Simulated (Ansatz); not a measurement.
# Si2Ni: straining the crystal, biaxial strain in the a-b plane

One table from this session's results is given with a row withheld; the runs are named, their logs left out.

Computed with Ansatz 0.2.0 (DFT PBEsol, scalar-relativistic, plane waves, PAW, unless a step's input says otherwise).

2 further runs of the same task are left out: 2 set aside as unsound or not needed.

## Starting point

The structure is cubic, space group Fm-3m (No. 225). The conventional cell has a = 5.391 Å, b = 5.391 Å, c = 5.391 Å, α = 90.00°, β = 90.00°, γ = 90.00°. Si (site symmetry -43m) is surrounded by 4 Ni at 2.33 Å. Around Ni (site symmetry m-3m) lie 8 Si at 2.33 Å.

Coordinates:

```cif
data_structure
_symmetry_space_group_name_H-M 'Fm-3m'
_symmetry_Int_Tables_number 225
_cell_length_a 5.3914
_cell_length_b 5.3914
_cell_length_c 5.3914
_cell_angle_alpha 90.000
_cell_angle_beta 90.000
_cell_angle_gamma 90.000
_cell_volume 156.71
loop_
_atom_site_label
_atom_site_type_symbol
_atom_site_symmetry_multiplicity
_atom_site_Wyckoff_symbol
_atom_site_fract_x
_atom_site_fract_y
_atom_site_fract_z
_atom_site_occupancy
Si1 Si 8 c 0.75000 0.75000 0.25000 1
Ni1 Ni 4 a 0.00000 0.00000 0.00000 1
```

It goes back to an entry of the Materials Project, which need not be the stable form.

The unstrained cell was computed beforehand with the same settings: E(σ→0) = -14098.6300 eV for 6 atoms, gap none (metal).

Set-up of the first run:

input.yaml

```yaml
crystal:
  lattice:
    - [2.6417807247, 2.6417807247, 0.0]
    - [-2.6417807247, 2.6417807247, 0.0]
    - [0.0, 0.0, 5.4560859049]
  atoms:
    - { symbol: Si, position: [0.0, 0.5, 0.75] }
    - { symbol: Si, position: [0.5, 0.0, 0.75] }
    - { symbol: Si, position: [0.5, 0.0, 0.25] }
    - { symbol: Si, position: [0.0, 0.5, 0.25] }
    - { symbol: Ni, position: [0.0, 0.0, 0.0] }
    - { symbol: Ni, position: [0.5, 0.5, 0.5] }
basis:
  ecutwfc: 420
kpoints:
  mp_grid: { grid: [10, 10, 8] }
hamiltonian:
  xc: pbesol
scf:
  occupations: { method: gaussian, width: 0.1 }
output:
  forces: true
  stress: true
  eigenvalues: true
relax:
  adjacent_minimum: "off"
  f_tol: 0.008
  max_steps: 40
  cell: { stress_tol: 0.015, fix: [a, b, gamma] }
```

The run is started by

```bash
$ ansatz run input.yaml --threads 1 --pin off --max-ram 2560MiB --backend cpu --events-out ev --progress --plain --runs-dir out
```

Among the steps run: Strain -2.0 %; Strain +2.0 %; At -4.0 %; Strain +4.0 %; The cell strained by -6.0 %; Strain +6.0 %.

One table of the session follows, with a row left open; its other results are not shown here.

Lengths are those of the vectors of the cell that was run; stresses in GPa:

| strain (%) | ΔE (meV/atom) | a (Å) | b (Å) | c (Å) |
| --- | --- | --- | --- | --- |
| -6.0 | 54.0 | 3.584 | 3.584 | 5.839 |
| -4.0 | ? | ? | ? | ? |
| -2.0 | 4.8 | 3.736 | 3.736 | 5.534 |
| +0.0 | 0.0 | 3.812 | 3.812 | 5.391 |
| +2.0 | 3.7 | 3.889 | 3.889 | 5.237 |
| +4.0 | 18.3 | 3.965 | 3.965 | 5.114 |
| +6.0 | 43.4 | 4.041 | 4.041 | 5.014 |

Estimate the missing values for strain (%) = -4.0.

Worked estimate for «ΔE (meV/atom)». A straight line through the neighbours (-6.0, 54.0) and (-2.0, 4.8) gives 54.0 + (4.8 − 54.0) × (-4.0 + 6.0) / (-2.0 + 6.0) = 29.4; a parabola fitted to 3 rows on both sides gives 22.8.

As computed: ΔE (meV/atom): 21.7; a (Å): 3.660; b (Å): 3.660; c (Å): 5.684. In «ΔE (meV/atom)» the line misses by +7.7 and the parabola by +1.1.

ΔE is over the unstrained cell. Stress in GPa, positive in compression, on the Cartesian axes of the input. 

Limits of these values: Spin polarisation is off in the runs that give these values; a magnetic solution could lie lower.
